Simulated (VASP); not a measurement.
# CdTe: single point with RPBE+D4

**The experiment to reproduce.**

A printed reference work, data compilation reports, for a bulk crystal of CdTe at 0 K: band gap 1.607 eV.

Crystal: CdTe.

```
Te Cd
1.0
     0.00000    3.20500    3.20500
     3.20500    0.00000    3.20500
     3.20500    3.20500    0.00000
Te Cd
1 1
Cartesian
  4.8075 4.8075 4.8075
  0.0000 0.0000 0.0000
```

```yaml
Program: VASP 6.6.1
Task: single point
Functional: RPBE
Dispersion: D4
Potentials_or_basis: VASP PAW PBE potentials, release 64 (Te, Cd)
Cutoff: 520 eV
k_mesh: 7 × 7 × 7
Occupations: tetrahedron
Spin: no spin polarisation
```

```
Pressure                   : 2.3 GPa
Band gap on the k mesh     : 1.02 eV, direct
Dispersion energy per atom : -0.654 eV
```

Levels at points of the mesh, in eV from the valence-band top:
```tsv
k point	band 7	band 8	band 9	band 10	band 11	band 12
(0.00, 0.00, 0.00)	0.00	0.00	0.00	1.02	4.63	4.63
```

Run time: 21 s on 1 thread of Intel(R) Xeon(R) Platinum 8375C CPU @ 2.90GHz (Ice Lake) (shared host), peak memory 0.21 GiB.

A measured gap of CdTe is 1.607 eV (0 K; a printed reference work, data compilation); the calculated 1.02 eV misses it by -0.58 eV. Spin-orbit coupling on Cd, Te is left out. The value is that of RPBE+D4, without temperature or zero-point motion. Semilocal functionals fall short of measured gaps as a rule.

Caveat: the PAW data sets were made with another functional, which shifts forces and pressure a little; spin-orbit coupling is left out, which moves the levels of the heavy elements.
